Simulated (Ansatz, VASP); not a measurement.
## One calculation of Nb, two programs

```xyz
1
Lattice="0.0000 2.1103 2.1103 2.1103 0.0000 2.1103 2.1103 2.1103 0.0000" Properties=species:S:1:pos:R:3 pbc="T T T"
Nb    0.0000    0.0000    0.0000
```

Alike in both runs: functional PBE; k mesh 13 × 13 × 13; occupations fermi-dirac, width 0.1 eV; no spin polarisation.

Ansatz relaxed the structure, and its values are those at the end. VASP's run is a single point on that final structure, the one shown.

|  | VASP | Ansatz |
| --- | --- | --- |
| version | VASP 6.6.1 | Ansatz 0.2.0 |
| potentials or method | VASP PAW PBE potentials, release 64 (Nb_sv) | plane waves (420 eV) with PAW, scalar-relativistic |
| plane-wave cutoff (eV) | 520 | 420 |
| valence electrons in the cell | 13 | 13 |

Ansatz gave:

```
pressure (GPa) : 0.0
```

Task: Which values does VASP return?

Result: Pressure (GPa): -0.3.
